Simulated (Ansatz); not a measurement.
# TiSi2: what symmetry allows forces and stress to be

```
CELL_PARAMETERS angstrom
-1.43271 1.60721 4.07882
1.42530 -1.69145 4.11048
1.44062 1.69826 -4.11307
ATOMIC_POSITIONS crystal
Ti 0.00000 0.00000 0.00000
Si 0.34359 0.32896 0.02168
Si 0.65641 0.67104 0.97832
```

Method: DFT PBE, scalar-relativistic, plane waves, PAW in Ansatz 0.2.0.

Cutoff 420 eV; k points 12×14×16 on the computed 3-atom cell (Γ-centred); Gaussian smearing, width 0.10 eV; no spin polarisation.

This distorted cell has space group P-1, with 2 operations.

Q: Without a calculation: in which directions can each atom feel a force?

A: A force must be left unchanged by every operation that keeps its atom in place, so it lies in the space that those operations leave fixed. Atoms that the group maps onto each other feel forces of one size.
```json
{"atom": "Ti1", "site symmetry": "-1", "operations at the site": "2", "equivalent to atom": "1", "allowed force (Cartesian)": "none"}
{"atom": "Si2", "site symmetry": "1", "operations at the site": "1", "equivalent to atom": "2", "allowed force (Cartesian)": "any direction"}
{"atom": "Si3", "site symmetry": "1", "operations at the site": "1", "equivalent to atom": "2", "allowed force (Cartesian)": "any direction"}
```

That leaves 3 independent force components of 9. A relaxation in this cell that keeps the symmetry moves the atoms in these directions alone.

Q: And the stress tensor?

A: It must be invariant under the point group, which leaves 6 independent components.

Q: Do the computed values obey this?

A: Yes. Forces (eV/Å):
```
Ti1  0.000  0.000  0.000
Si2 -0.066 -0.827  0.391
Si3  0.066  0.827 -0.391
```

Stress (GPa, compression positive, xx yy zz yz xz xy): 16.18 16.16 17.32 4.01 0.30 -0.43. The program imposes the same operations on density, forces and stress, so this confirms the analysis and is no independent test of the calculation.

This form isn't the usual stable structure of the compound.